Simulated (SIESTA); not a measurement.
Ta:

```xyz
1
Lattice="-1.6513 1.6513 1.6513 1.6513 -1.6513 1.6513 1.6513 1.6513 -1.6513" Properties=species:S:1:pos:R:3 pbc="T T T"
Ta    0.0000    0.0000    0.0000
```

Base run:

| Quantity | Value |
| --- | --- |
| Program | SIESTA 5.4.2 |
| Functional | PBE |
| Potentials or basis | PseudoDojo 0.4 standard (PBE files) |
| Basis | DZP (energy shift 0.003 Ry; two zetas on semicore shells) |
| Grid cutoff | 800 Ry |
| Energy shift | 0.003 Ry |
| k mesh | 11 × 11 × 11 |
| Occupations | fermi-dirac, width 0.05 eV |
| Spin | no spin polarisation |

Its results: band gap on the k mesh none (metal or under the smearing width); pressure 3.3 GPa.

Problem. The run is repeated on the same cell with these changes: functional from PBE to LDA; potentials or basis from PseudoDojo 0.4 standard (PBE files) to PseudoDojo 0.4 standard (LDA files). What comes out?

Solution. Band gap on the k mesh none (metal or under the smearing width); pressure -10.0 GPa.

Caveats: short orbitals over semicore shells can move pressures by several GPa; the basis of atomic orbitals isn't converged, which shifts pressures, moduli and gaps.

Not every run made on this cell is shown here.
